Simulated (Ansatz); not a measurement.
**Field gradients of TiO2 from run to run**

Cell of run 1: a structure deposited in the COD, taken as it stands.

Space group I4_1/amd:1 (No. 141); a = 3.7842, c = 9.5146 Å.

| site | Wyckoff | site symmetry | x | y | z |
| --- | --- | --- | --- | --- | --- |
| Ti | 4a | -4m2 | 0.0000 | 0.0000 | 0.0000 |
| O | 8e | 2mm. | 0.0000 | 0.0000 | 0.2081 |

One atom of each set is listed; the run and its k-mesh use a cell of 6 atoms with edges of 5.46, 5.46, 5.46 Å.

Relaxed positions (PBE, cell held):

Ti (0.0000, 0.0000, 0.0000)
O (0.0000, 0.0000, 0.2088)

All runs are DFT with Ansatz 0.2.0 (plane waves and PAW, scalar-relativistic unless spin–orbit coupling is named, Γ-centred meshes, Fermi–Dirac smearing where given) in this cell.

Run 1: PBE, atoms as given; 420 eV, 11×11×11 k-points, smearing 0.02 eV.
Run 2: PBE, atoms relaxed; 420 eV, 11×11×11 k-points, smearing 0.02 eV.
Run 3: r2SCAN, at the relaxed atoms; 500 eV, 11×11×11 k-points, smearing 0.02 eV.
Run 4: LDA, at the relaxed atoms; 420 eV, 11×11×11 k-points, smearing 0.02 eV.
Run 5: PBEsol, at the relaxed atoms; 420 eV, 11×11×11 k-points, smearing 0.02 eV.

| run | Ti V_zz (η) | O V_zz (η) |
| --- | --- | --- |
| 1 | 0.80 (0.00) | 1.86 (0.38) |

The results of the other runs, out of order. V_zz in 10²¹ V/m².

| result | Ti V_zz (η) | O V_zz (η) |
| --- | --- | --- |
| A | 1.36 (0.00) | 1.53 (0.33) |
| B | 1.23 (0.00) | 1.85 (0.50) |
| C | 1.26 (0.00) | 1.92 (0.65) |
| D | 1.26 (0.00) | 1.71 (0.44) |

Problem. Which result belongs to which run?

Solution. A is run 4, B is run 2, C is run 3, D is run 5. Taken one at a time, the functional (between the two that differ most) moves the tensors on these sites by up to 0.57 (largest principal value of the change, on O), the positions of the atoms (as given or relaxed) by 0.43 (Ti).

The cell isn't the equilibrium one in runs 1, 4 (calculated pressure 5, -7 GPa), and the entry's cell may itself be off. Run 1: The values hang on the deposited positions: relaxing the atoms moves V_zz on Ti from 0.80 to 1.23.
